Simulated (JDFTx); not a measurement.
**P in JDFTx: the effect of exact exchange share**

The system is P.

```
P
1.0
     1.72573    0.99635    3.12968
    -1.72573    0.99635    3.12968
     0.00000   -1.99270    3.12968
P
2
Direct
  0.77292 0.77292 0.77292
  0.22708 0.22708 0.22708
```

This isn't the form of P at room conditions, which is orthorhombic.

Alike in all runs:

| Item | Value |
| --- | --- |
| Program | JDFTx 1.7.0 (patched build) |
| Task | single point |
| Potentials or basis | PseudoDojo-SR-PBE-0.5-standard with smoothed tails |
| Cutoff | 599 eV |
| Density cutoff | 4789 eV |
| k mesh | 3 × 3 × 3 |
| Occupations | fermi-dirac, width 0.05 eV |
| Spin | no spin polarisation |

```tsv
exact exchange share	functional	gap on the mesh (eV)	pressure (GPa)	largest force (eV/Å)
0.1	PBE0 (exact-exchange share 0.1)	0.61	6.2	0.66
0.2	PBE0 (exact-exchange share 0.2)	0.97	5.0	0.77
0.25	PBE0 (exact-exchange share 0.25)	?	?	?
0.3	PBE0 (exact-exchange share 0.3)	1.32	3.9	0.89
0.4	PBE0 (exact-exchange share 0.4)	1.67	2.8	1.02
```

Problem. What does the run with exact exchange share 0.25 give?

Solution. gap on the mesh 1.14 eV; pressure 4.5 GPa; largest force 0.83 eV/Å.

Worked out: A straight line through the other rows of the gap on the mesh, of slope 3.53 eV per unit of exact exchange share, gives 1.14 eV, against the run's 1.14. A straight line through the other rows of the pressure, of slope -11.3 GPa per unit of exact exchange share, gives 4.5 GPa, against the run's 4.5. A straight line through the other rows of the largest force, of slope 1.2 eV/Å per unit of exact exchange share, gives 0.83 eV/Å, against the run's 0.83.

Caveats: all runs use coarse meshes; the hybrid runs on potentials with a model core; the potentials were made for another functional, which shifts forces and pressure; an odd mesh through Γ misses points on the zone boundary, where band edges often lie.
